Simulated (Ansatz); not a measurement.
# C (Graphite 2H): a point defect seen from the nuclei (Zr on a C site), part 3 of 3

Wanted: the field gradients around Zr on a C site in C (Graphite 2H), cell charge 0, before and after the neighbours move. The cell is a supercell built from a structure deposited in the COD (the entry's cell lengths or inner coordinates differ somewhat from later room-temperature determinations). Planned: a single point, then a relaxation, then a check of method with width.

Ansatz 0.2.0; DFT, PBE, plane-wave PAW, default files, scalar-relativistic, as far as a step names no other. Earlier steps stand in the parts before.

### 4 Settings changed: scf.occupations.method = gaussian, scf.occupations.width = 0.05

The COD entry's cell or inner coordinates are ideal or old and differ from later refinements, so a difference from it is no clean test against experiment.

The input, input.yaml:

```yaml
crystal:
  lattice:
    - [7.41, 0.0, 0.0]
    - [-3.705, 6.4172482419, 0.0]
    - [0.0, 0.0, 6.79]
  atoms:
    - { symbol: C, position: [0.0, 0.0, 0.0] }
    - { symbol: C, position: [0.0, 0.3333333333, 0.0] }
    - { symbol: C, position: [0.0, 0.6666666667, 0.0] }
    - { symbol: C, position: [0.3333333333, 0.0, 0.0] }
    - { symbol: C, position: [0.3333333333, 0.3333333333, 0.0] }
    - { symbol: C, position: [0.3333333333, 0.6666666667, 0.0] }
    - { symbol: C, position: [0.6666666667, 0.0, 0.0] }
    - { symbol: C, position: [0.6666666667, 0.3333333333, 0.0] }
    - { symbol: C, position: [0.6666666667, 0.6666666667, 0.0] }
    - { symbol: C, position: [0.0, 0.0, 0.5] }
    - { symbol: C, position: [0.0, 0.3333333333, 0.5] }
    - { symbol: C, position: [0.0, 0.6666666667, 0.5] }
    - { symbol: C, position: [0.3333333333, 0.0, 0.5] }
    - { symbol: C, position: [0.3333333333, 0.3333333333, 0.5] }
    - { symbol: C, position: [0.3333333333, 0.6666666667, 0.5] }
    - { symbol: C, position: [0.6666666667, 0.0, 0.5] }
    - { symbol: C, position: [0.6666666667, 0.3333333333, 0.5] }
    - { symbol: C, position: [0.6666666667, 0.6666666667, 0.5] }
    - { symbol: Zr, position: [0.1111111111, 0.2222222222, 0.005] }
    - { symbol: C, position: [0.1111111111, 0.5555555556, 0.005] }
    - { symbol: C, position: [0.1111111111, 0.8888888889, 0.005] }
    - { symbol: C, position: [0.4444444444, 0.2222222222, 0.005] }
    - { symbol: C, position: [0.4444444444, 0.5555555556, 0.005] }
    - { symbol: C, position: [0.4444444444, 0.8888888889, 0.005] }
    - { symbol: C, position: [0.7777777778, 0.2222222222, 0.005] }
    - { symbol: C, position: [0.7777777778, 0.5555555556, 0.005] }
    - { symbol: C, position: [0.7777777778, 0.8888888889, 0.005] }
    - { symbol: C, position: [0.2222222222, 0.1111111111, 0.505] }
    - { symbol: C, position: [0.2222222222, 0.4444444444, 0.505] }
    - { symbol: C, position: [0.2222222222, 0.7777777778, 0.505] }
    - { symbol: C, position: [0.5555555556, 0.1111111111, 0.505] }
    - { symbol: C, position: [0.5555555556, 0.4444444444, 0.505] }
    - { symbol: C, position: [0.5555555556, 0.7777777778, 0.505] }
    - { symbol: C, position: [0.8888888889, 0.1111111111, 0.505] }
    - { symbol: C, position: [0.8888888889, 0.4444444444, 0.505] }
    - { symbol: C, position: [0.8888888889, 0.7777777778, 0.505] }
kpoints:
  mp_grid: { grid: [3, 3, 3] }
scf:
  occupations: { method: gaussian, width: 0.05 }
hamiltonian:
  xc: pbe
  pseudopotentials: { kind: paw }
output:
  forces: true
  stress: true
  populations: true
  efg: { quadrupole_moments_barn: { Zr: -0.176 }, contact_densities: true }
  write_density: true
  write_potential: true
  elf: true
  volumetric_format: npy
```

Launch:

```
$ ansatz run input.yaml --threads 1 --pin off --max-ram 2560MiB --backend cpu --events-out ev --progress --plain --runs-dir out
```

Output:

```text
Warning: RAYON_NUM_THREADS=1 ignored (pool sized by the plan → 1); use --threads N
Zr: output.efg is read without spin–orbit coupling, which moves field gradients at and beside such atoms by some per cent and up to a factor of two; PAW files take it under magnetization.noncollinear and magnetization.spin_orbit
Engine: ansatz 0.2.0, x86_64-unknown-linux-gnu
Pseudopotentials: kind: paw
Pseudopotential: C, paw, valence charge 4, recommended cutoff 420 eV (normal), C.paw.azcp
Pseudopotential: Zr, paw, valence charge 12, recommended cutoff 420 eV (normal), Zr.paw.azcp
Functional definition: PBE
  parameter kappa = 0.804
  parameter beta = 0.06672455060314922
  exchange = pbe_x(kappa = kappa, mu = beta*pi^2/3)
  correlation = pbe_c(beta = beta)
Crystal: 36 atoms, lattice volume = 322.877 Å³
Basis set: ecut = 420 eV, 6299 PW (Γ), exchange–correlation on 100×100×96 points (8 copies of the dense FFT grid, shifted against one another)
Bands: 112, of which v1, the nominal top of the filled ones, is band 76 counted from 1 (75 counted from 0)
Symmetry: 6 space group operations
Space group: P3m1 (ITA 156), of the structure as read, at distance tolerance 6.9e-5 Å
k-points: 7 of 27 (time reversal used)
Non-local potential: C, projectors of the file, l = 0: 2, l = 1: 2, l = 2: 1
Non-local potential: Zr, projectors of the file, l = 0: 3, l = 1: 2, l = 2: 2, l = 3: 2
PAW form: soft (Blöchl's): semilocal exchange-correlation on the pseudo side does not see the compensation charge
PAW one-centre angular grid: C, 110 points (default); XC on 64 Gauss nodes
PAW one-centre angular grid: Zr, 590 points (default); XC on 64 Gauss nodes
Initial density: superposition of atomic densities (neutral atoms: chi_scale 0, normalization atom), corrected by the library's trained network
Initial wavefunctions: pseudopotential atomic-orbital guess
Functional: x = pbe(κ = 0.804, μ = 0.2195149727645171), c = pbe(β = 0.06672455060314922)
SCF iter   1: F=—  HF=-12931.973037 eV  |F-HF|=—  |Δ(HF+E_count)|=         —  Δρ=3.62e-2  dr2=9.25e0  ethr=1.77e-3  ⟨swp⟩=7.9  Hψ=3964  notcnv=0  defer=151
preconditioner: auto → LDOS  [insulator: Δε(μ)=0.252 eV  Ē_g=15.161 eV  σ=0.050 eV  W_gap=0.59  n_scr=70 (ndim 8)  ℏωp=25.0 eV  f_vac=0.013  D(μ)=21.78/eV (n_scr^D=228)  ε∞_Penn≈3.7  β→1.0]
SCF iter   2: F=—  HF=-12930.924343 eV  |F-HF|=—  |Δ(HF+E_count)|=    1.05e0  Δρ=2.05e-2  dr2=1.54e0  ethr=1.77e-3  ⟨swp⟩=2.3  Hψ=1490  notcnv=0  defer=199
SCF iter   3: F=—  HF=-12930.815868 eV  |F-HF|=—  |Δ(HF+E_count)|=   1.08e-1  Δρ=1.87e-2  dr2=1.65e0  ethr=1.01e-3  ⟨swp⟩=2.9  Hψ=1323  notcnv=0  defer=193
[... 13 lines left out ...]
SCF iter  17: F=—  HF=-12930.594763 eV  |F-HF|=—  |Δ(HF+E_count)|=   3.30e-7  Δρ=7.46e-6  dr2=4.41e-7  ethr=2.11e-9  ⟨swp⟩=1.1  Hψ=592  notcnv=0  defer=193
SCF iter  18: F=—  HF=-12930.594763 eV  |F-HF|=—  |Δ(HF+E_count)|=   2.72e-8  Δρ=5.58e-6  dr2=1.86e-7  ethr=2.90e-10  ⟨swp⟩=3.0  Hψ=1012  notcnv=0  defer=193
SCF iter  19: F=-12930.594763 eV  HF=-12930.594763 eV  |F-HF|=7.70e-9  |Δ(HF+E_count)|=   1.55e-8  Δρ=1.37e-6  dr2=9.22e-9  ethr=6.58e-11  ⟨swp⟩=21.6  Hψ=7327  notcnv=0
SCF 1 converged in 19 iterations: F = -12930.594763 eV  dr2 = 9.22e-9
SCF converged after 19 iterations
Free energy (F): -12930.594763 eV
Harris-Foulkes:  -12930.594763 eV  (|F-HF|=7.70e-9)
Internal energy: -12930.559577 eV  (E = F + TS)
E sigma→0 (E₀):  -12930.577170 eV
Entropy (-TS):   -0.035187 eV (-0.977 meV/atom)
Fermi energy:    7.732264 eV
--- Per-component energies (eV) ---
[... 14 lines left out ...]
--- Forces (eV/Å), atoms counted from 1 ---
  atom   1  C      0.00000000   -35.79728962    -1.37426063
  atom   2  C    -31.00136219    17.89864481    -1.37426063
  atom   3  C      0.15935218     0.09200202     0.86321619
  atom   4  C      0.44305948    -0.25580051     0.52012233
  atom   5  C     31.00136219    17.89864481    -1.37426063
  atom   6  C      0.00000000     0.51160102     0.52012233
  atom   7  C     -0.44305948    -0.25580051     0.52012233
  atom   8  C      0.00000000    -0.18400404     0.86321619
  atom   9  C     -0.15935218     0.09200202     0.86321619
  atom  10  C      0.00000000    -0.11500979     0.54082833
  atom  11  C     -0.09960140     0.05750490     0.54082833
  atom  12  C      0.02337170     0.01349366     0.56467692
  atom  13  C      0.06185039    -0.03570934     0.56417574
  atom  14  C      0.09960140     0.05750490     0.54082833
  atom  15  C      0.00000000     0.07141868     0.56417574
  atom  16  C     -0.06185039    -0.03570934     0.56417574
  atom  17  C      0.00000000    -0.02698731     0.56467692
  atom  18  C     -0.02337170     0.01349366     0.56467692
  atom  19  Zr     0.00000000    -0.00000000     4.48684823
  atom  20  C     -0.44800719     1.79437333    -0.57179855
  atom  21  C      1.32996929    -1.28517227    -0.57179855
  atom  22  C      1.77797648    -0.50920106    -0.57179855
  atom  23  C      0.44800719     1.79437333    -0.57179855
  atom  24  C      0.00000000     0.00000000    -0.45840300
  atom  25  C     -1.77797648    -0.50920106    -0.57179855
  atom  26  C      0.00000000     0.00000000    -0.58733067
  atom  27  C     -1.32996929    -1.28517227    -0.57179855
  atom  28  C      0.07864978    -0.04540847    -0.55518633
  atom  29  C      0.00000000     0.09081694    -0.55518633
  atom  30  C     -0.01863380    -0.01075823    -0.56547784
  atom  31  C      0.00000000     0.02151646    -0.56547784
  atom  32  C      0.03677174     0.02123017    -0.56153381
  atom  33  C      0.01863380    -0.01075823    -0.56547784
  atom  34  C     -0.07864978    -0.04540847    -0.55518633
  atom  35  C     -0.03677174     0.02123017    -0.56153381
  atom  36  C      0.00000000    -0.04246035    -0.56153381
  max |Σ_I F_I| component: 5.96e-6 eV/Å
--- Stress (GPa, compression-positive) ---
       45.137569       0.000000       0.000000
        0.000000      45.137569      -0.000000
        0.000000      -0.000000       2.764136
  P = ⅓ Tr σ = 31.0131 GPa (310.131 kbar)
--- PAW observables at the nuclei: V_zz in 10²¹ V/m², potentials from the cell's mean, atoms counted from 1 ---
  atom   1  C  V_zz =    -1.355643   η = 0.6857   by run symmetry: allowed
            electrostatic potential = -415.284510 V   contact ρ = 869.931057 e/Å³
  atom   2  C  V_zz =    -1.355643   η = 0.6857   by run symmetry: allowed
            electrostatic potential = -415.284510 V   contact ρ = 869.931057 e/Å³
  atom   3  C  V_zz =    +1.944868   η = 0.2300   by run symmetry: allowed
            electrostatic potential = -413.484752 V   contact ρ = 867.201727 e/Å³
  atom   4  C  V_zz =    +0.967768   η = 0.2849   by run symmetry: allowed
            electrostatic potential = -413.770280 V   contact ρ = 866.804152 e/Å³
  atom   5  C  V_zz =    -1.355643   η = 0.6857   by run symmetry: allowed
            electrostatic potential = -415.284510 V   contact ρ = 869.931057 e/Å³
  atom   6  C  V_zz =    +0.967768   η = 0.2849   by run symmetry: allowed
            electrostatic potential = -413.770280 V   contact ρ = 866.804152 e/Å³
  atom   7  C  V_zz =    +0.967768   η = 0.2849   by run symmetry: allowed
            electrostatic potential = -413.770280 V   contact ρ = 866.804152 e/Å³
  atom   8  C  V_zz =    +1.944868   η = 0.2300   by run symmetry: allowed
            electrostatic potential = -413.484752 V   contact ρ = 867.201727 e/Å³
  atom   9  C  V_zz =    +1.944868   η = 0.2300   by run symmetry: allowed
            electrostatic potential = -413.484752 V   contact ρ = 867.201727 e/Å³
  atom  10  C  V_zz =    +2.310253   η = 0.0265   by run symmetry: allowed
            electrostatic potential = -413.537870 V   contact ρ = 867.052972 e/Å³
  atom  11  C  V_zz =    +2.310253   η = 0.0265   by run symmetry: allowed
            electrostatic potential = -413.537870 V   contact ρ = 867.052972 e/Å³
  atom  12  C  V_zz =    +2.400450   η = 0.0089   by run symmetry: allowed
            electrostatic potential = -413.605995 V   contact ρ = 867.082822 e/Å³
  atom  13  C  V_zz =    +2.349759   η = 0.0340   by run symmetry: allowed
            electrostatic potential = -413.601738 V   contact ρ = 867.070765 e/Å³
  atom  14  C  V_zz =    +2.310253   η = 0.0265   by run symmetry: allowed
            electrostatic potential = -413.537870 V   contact ρ = 867.052972 e/Å³
  atom  15  C  V_zz =    +2.349759   η = 0.0340   by run symmetry: allowed
            electrostatic potential = -413.601738 V   contact ρ = 867.070765 e/Å³
  atom  16  C  V_zz =    +2.349759   η = 0.0340   by run symmetry: allowed
            electrostatic potential = -413.601738 V   contact ρ = 867.070765 e/Å³
  atom  17  C  V_zz =    +2.400450   η = 0.0089   by run symmetry: allowed
            electrostatic potential = -413.605995 V   contact ρ = 867.082822 e/Å³
  atom  18  C  V_zz =    +2.400450   η = 0.0089   by run symmetry: allowed
            electrostatic potential = -413.605995 V   contact ρ = 867.082822 e/Å³
  atom  19  Zr V_zz =   -50.602206   η = 0.0000   by run symmetry: allowed   C_q = +215.3458 MHz
            electrostatic potential = -5925.867626 V   contact ρ = 490502.824677 e/Å³
  atom  20  C  V_zz =    +2.664065   η = 0.2671   by run symmetry: allowed
            electrostatic potential = -413.385318 V   contact ρ = 867.635734 e/Å³
  atom  21  C  V_zz =    +2.664065   η = 0.2671   by run symmetry: allowed
            electrostatic potential = -413.385318 V   contact ρ = 867.635734 e/Å³
  atom  22  C  V_zz =    +2.664065   η = 0.2671   by run symmetry: allowed
            electrostatic potential = -413.385318 V   contact ρ = 867.635734 e/Å³
  atom  23  C  V_zz =    +2.664065   η = 0.2671   by run symmetry: allowed
            electrostatic potential = -413.385318 V   contact ρ = 867.635734 e/Å³
  atom  24  C  V_zz =    +2.501124   η = 0.0000   by run symmetry: allowed
            electrostatic potential = -413.539978 V   contact ρ = 867.102213 e/Å³
  atom  25  C  V_zz =    +2.664065   η = 0.2671   by run symmetry: allowed
            electrostatic potential = -413.385318 V   contact ρ = 867.635734 e/Å³
  atom  26  C  V_zz =    +2.393749   η = 0.0000   by run symmetry: allowed
            electrostatic potential = -413.445313 V   contact ρ = 867.116584 e/Å³
  atom  27  C  V_zz =    +2.664065   η = 0.2671   by run symmetry: allowed
            electrostatic potential = -413.385318 V   contact ρ = 867.635734 e/Å³
  atom  28  C  V_zz =    +2.026015   η = 0.0303   by run symmetry: allowed
            electrostatic potential = -413.595198 V   contact ρ = 866.973503 e/Å³
  atom  29  C  V_zz =    +2.026015   η = 0.0303   by run symmetry: allowed
            electrostatic potential = -413.595198 V   contact ρ = 866.973503 e/Å³
  atom  30  C  V_zz =    +2.056575   η = 0.0044   by run symmetry: allowed
            electrostatic potential = -413.680670 V   contact ρ = 866.987946 e/Å³
  atom  31  C  V_zz =    +2.056575   η = 0.0044   by run symmetry: allowed
            electrostatic potential = -413.680670 V   contact ρ = 866.987946 e/Å³
  atom  32  C  V_zz =    +1.993331   η = 0.0332   by run symmetry: allowed
            electrostatic potential = -413.668791 V   contact ρ = 866.968171 e/Å³
  atom  33  C  V_zz =    +2.056575   η = 0.0044   by run symmetry: allowed
            electrostatic potential = -413.680670 V   contact ρ = 866.987946 e/Å³
  atom  34  C  V_zz =    +2.026015   η = 0.0303   by run symmetry: allowed
            electrostatic potential = -413.595198 V   contact ρ = 866.973503 e/Å³
  atom  35  C  V_zz =    +1.993331   η = 0.0332   by run symmetry: allowed
            electrostatic potential = -413.668791 V   contact ρ = 866.968171 e/Å³
  atom  36  C  V_zz =    +1.993331   η = 0.0332   by run symmetry: allowed
            electrostatic potential = -413.668791 V   contact ρ = 866.968171 e/Å³
--- Band table (eV; the first three rows and the last of 7) ---
[... 4 lines left out ...]
--- Löwdin populations: 36 sites ---
  site symbol       q [e]
     0      C      3.9501
     1      C      3.9501
     2      C      3.9639
     3      C      4.0288
     4      C      3.9501
     5      C      4.0288
     6      C      4.0288
     7      C      3.9639
     8      C      3.9639
     9      C      3.9890
    10      C      3.9890
    11      C      3.9634
    12      C      3.9640
    13      C      3.9890
    14      C      3.9640
    15      C      3.9640
    16      C      3.9634
    17      C      3.9634
    18     Zr     11.6219
    19      C      3.9498
    20      C      3.9498
    21      C      3.9498
    22      C      3.9498
    23      C      3.9452
    24      C      3.9498
    25      C      3.9595
    26      C      3.9498
    27      C      4.0011
    28      C      4.0011
    29      C      3.9754
    30      C      3.9754
    31      C      3.9822
    32      C      3.9754
    33      C      4.0011
    34      C      3.9822
    35      C      3.9822
  spilling = 0.008696 (of n_electrons = 152.000000)
```

It took 30 s on 1 thread of Intel Xeon 6975P-C (Granite Rapids), shared host; peak memory 0.69 GiB.

The run ends with no gap over 0.1 eV on the mesh, largest force 35.824 eV/Å, pressure 31.0 GPa.

Beside the values of step 2 (V_zz in 10²¹ V/m²):

```csv
site,atoms,"V_zz, PBE","V_zz, new settings","η, PBE","η, new settings"
Zr,19,-50.8,-50.6,0.00,0.00
C1,"1, 2, 5",-1.36,-1.36,0.68,0.69
C20,"20, 21, 22, …",2.66,2.66,0.27,0.27
C4,"4, 6, 7",0.97,0.97,0.29,0.28
C10,"10, 11, 14",2.31,2.31,0.03,0.03
C28,"28, 29, 34",2.02,2.03,0.03,0.03
C3,"3, 8, 9",1.94,1.94,0.23,0.23
C26,26,2.40,2.39,0.00,0.00
C24,24,2.50,2.50,0.00,0.00
C13,"13, 15, 16",2.35,2.35,0.03,0.03
C32,"32, 35, 36",1.98,1.99,0.03,0.03
C12,"12, 17, 18",2.41,2.40,0.01,0.01
C30,"30, 31, 33",2.05,2.06,0.00,0.00
```

The sizes of the gradients above 0.15 moved by 0.2 % in the median, 0.6 % at the site that moves most (small gradients counted from 0.15; C1, -1.364 to -1.356). The free energy moved by -0.5 meV/atom.

Density in a lattice plane of the grid's cell (edges 7.41 and 7.41 Å, at 0.000 of the third edge), which holds C and Zr.

Values in e/Å³, 12 rows by 12 columns:
```
1.44 2.07 2.06 1.48 1.49 2.07 2.09 1.49 1.48 2.07 2.05 1.44
0.87 2.04 0.86 0.30 0.86 2.04 0.85 0.29 0.86 2.01 0.89 0.30
1.48 1.50 0.30 0.30 1.48 1.48 0.29 0.30 1.48 1.48 0.30 0.30
1.81 1.50 0.86 1.47 1.85 1.48 0.85 1.49 1.84 1.50 0.87 1.49
1.48 2.06 2.06 1.49 1.49 2.09 2.08 1.47 1.49 2.06 2.05 1.48
0.86 2.09 0.86 0.31 0.86 2.09 0.86 0.29 0.85 2.06 0.85 0.29
1.44 1.54 0.44 0.44 1.52 1.43 0.29 0.30 1.48 1.49 0.30 0.30
2.11 2.37 2.52 2.33 2.11 1.45 0.88 1.47 1.84 1.49 0.89 1.43
2.36 3.76 3.83 2.34 1.56 2.05 2.05 1.49 1.50 2.02 2.02 1.53
2.53 3.82 2.55 0.45 0.88 2.06 0.84 0.30 0.86 2.04 0.88 0.44
2.35 2.35 0.45 0.32 1.49 1.47 0.28 0.29 1.46 1.49 0.32 0.43
2.08 1.54 0.86 1.49 1.83 1.48 0.83 1.48 1.83 1.49 0.86 1.54
```
Columns run along the first of these edges and rows up along the second, over one cell in 12 and 12 even steps from the bottom left corner. Atoms in the plane (fractional): C at (0.00, 0.00), C at (0.00, 0.33), C at (0.00, 0.67), C at (0.33, 0.00), C at (0.33, 0.33), C at (0.33, 0.67), C at (0.67, 0.00), C at (0.67, 0.33), C at (0.67, 0.67), Zr at (0.11, 0.22), C at (0.11, 0.56), C at (0.11, 0.89), C at (0.44, 0.22), C at (0.44, 0.56), C at (0.44, 0.89), C at (0.78, 0.22), C at (0.78, 0.56), C at (0.78, 0.89).

ELF in the same plane.

Values, 12 rows by 12 columns:
```
0.77 0.57 0.57 0.78 0.78 0.56 0.59 0.80 0.77 0.57 0.57 0.76
0.59 0.55 0.50 0.17 0.54 0.56 0.52 0.16 0.54 0.55 0.55 0.18
0.78 0.79 0.18 0.17 0.77 0.78 0.16 0.18 0.78 0.78 0.17 0.17
0.02 0.79 0.54 0.77 0.04 0.77 0.51 0.78 0.04 0.78 0.54 0.80
0.79 0.55 0.56 0.78 0.78 0.55 0.58 0.80 0.78 0.54 0.58 0.80
0.57 0.59 0.50 0.15 0.50 0.59 0.57 0.15 0.52 0.59 0.52 0.15
0.76 0.74 0.20 0.20 0.72 0.77 0.16 0.16 0.79 0.80 0.17 0.17
0.02 0.69 0.72 0.68 0.04 0.74 0.56 0.78 0.04 0.76 0.58 0.76
0.69 0.36 0.39 0.68 0.72 0.54 0.58 0.80 0.77 0.54 0.58 0.73
0.74 0.37 0.71 0.20 0.52 0.58 0.51 0.18 0.54 0.58 0.49 0.20
0.70 0.69 0.20 0.16 0.79 0.78 0.15 0.16 0.78 0.78 0.16 0.19
0.00 0.73 0.53 0.78 0.02 0.79 0.53 0.79 0.02 0.78 0.53 0.73
```
Columns run along the first of these edges and rows up along the second, over one cell in 12 and 12 even steps from the bottom left corner. Atoms in the plane (fractional): C at (0.00, 0.00), C at (0.00, 0.33), C at (0.00, 0.67), C at (0.33, 0.00), C at (0.33, 0.33), C at (0.33, 0.67), C at (0.67, 0.00), C at (0.67, 0.33), C at (0.67, 0.67), Zr at (0.11, 0.22), C at (0.11, 0.56), C at (0.11, 0.89), C at (0.44, 0.22), C at (0.44, 0.56), C at (0.44, 0.89), C at (0.78, 0.22), C at (0.78, 0.56), C at (0.78, 0.89).

Both are smooth fields of the valence electrons: close to the nuclei they are not physical.

Outside the cores ELF peaks at 0.94 on the C–C line, 0.7 Å from C; 0.81 beside C, off the lines to its neighbours, 0.8 Å from C; 0.76 on the C–Zr line, 0.5 Å from C.

### 5 Spectra that follow from step 3

⁹¹Zr (I = 5/2, Q = -176.0 mb) at 35.2 T, Larmor frequency 139.9 MHz. Second-order quadrupolar shifts of the central transition; chemical shifts are not computed, so all sites share one zero.

| site | count | C_Q (MHz) | η | ν_Q (MHz) | δ_QIS (ppm) |
| --- | --- | --- | --- | --- | --- |
| Zr | 1 | 93.2 | 0.00 | 14.0 | -2661.4 |

⁹¹Zr central transition, static powder:

(kHz, intensity): (-1333.8, 4), (-1208.8, 100), (-1083.9, 58), (-958.9, 43), (-833.9, 37), (-708.9, 33), (-584.0, 31), (-459.0, 30), (-334.0, 29), (-209.0, 28), (-84.0, 28), (40.9, 23), (165.9, 24), (290.9, 26), (415.9, 30), (540.8, 41), (665.8, 71), (790.8, 3)

### 6 Results

What follows sums up all 3 parts.

| quantity | value |
| --- | --- |
| state (step 3) | gap on the mesh 0.26 eV, largest force 0.012 eV/Å, pressure 7.2 GPa |
| V_zz by site, step 3 (10²¹ V/m²) | Zr -21.9, C1 3.99, C10 2.04, C28 1.84, C20 2.70, C4 1.58, C32 1.93, C13 2.15, … |
| largest C_Q in size, step 3 | 93.2 MHz, ⁹¹Zr at Zr |
| step 3 (ions relaxed) against step 2 | 9 % in the median, over a factor of two at the site that moves most (small gradients counted from 0.15; C1, -1.36 to 3.99), with a change of sign at C1 |
| step 4 (scf.occupations.method = gaussian, scf.occupations.width = 0.05) against step 2, before relaxation | 0.2 % in the median, 0.6 % at the site that moves most (small gradients counted from 0.15; C1, -1.364 to -1.356) |

What this shows: Site Zr (3 C at 2.05 Å; also 15 C at 2.67–3.21 Å) carries the largest gradient. The runs allow no spin. The relaxation kept the symmetry P3m1, so a distorted place of lower energy may have been missed. Moves of at most 1.28 Å on relaxation changed gradients by over a factor of two in size at the worst site (9 % in the median) (gradients over 0.15 counted), so at some sites the starting positions were a poor guide. At 35.2 T the ⁹¹Zr line of the largest coupling listed spans about 1900 kHz, too broad for magic-angle spinning to narrow; it calls for wide-line methods. The defect repeats with the cell of 36 atoms, so it feels its images: sites between two images don't show the values beside a lone defect, and zeros or small values of η there can come from the images' arrangement. C carries a gradient in the pure host already, so the values there aren't the defect's effect alone. The relaxation keeps the site symmetry 3m of the start, so the impurity can move only along its axis; a start off the site could end lower. The cell keeps the host's lattice, where the PBE pressure is 7 GPa. The program warns that gradients near heavy atoms lack spin–orbit coupling.
